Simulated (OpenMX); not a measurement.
Runs of OpenMX 3.8.5 on MnO. Symmetry: Fm-3m, No. 225, cubic system. Conventional cell: a = 4.444 Å, b = 4.444 Å, c = 4.444 Å, α = 90.00°, β = 90.00°, γ = 90.00°. Mn (site symmetry m-3m) has 6 O at 2.22 Å as nearest neighbours. O (site symmetry m-3m) is surrounded by 6 Mn at 2.22 Å. 

```tsv
U	gap on the mesh (eV)	moment (μB)
Mn U = 0 eV	(b)	4.73
Mn U = 2 eV	(a)	5.00
Mn U = 6 eV	0.96	5.00
Mn U = 4 eV	0.65	5.00
Mn U = 8 eV	1.18	5.00
```

Alike in all rows: task single point; level PBE+U; potentials or basis OpenMX 2013 PBE set, Mn6.0-s3p2d2, O6.0-s2p2d1, grid cutoff 400 Ry; spin collinear, ferromagnetic start; cell as given; k mesh 7 × 7 × 7; smearing fermi-dirac 0.05 eV.

Problem. Fill in the values left out.

Solution. (a) 0.21; (b) none.

Caveats: the basis of atomic orbitals isn't converged, which shifts pressures, moduli and gaps; a cell with one magnetic atom can't hold antiferromagnetic order, which such compounds often take; U acts on the first radial function of the shell alone, so its value doesn't carry over to other programs (some runs); an odd mesh through Γ misses points on the zone boundary, where band edges often lie (some runs).
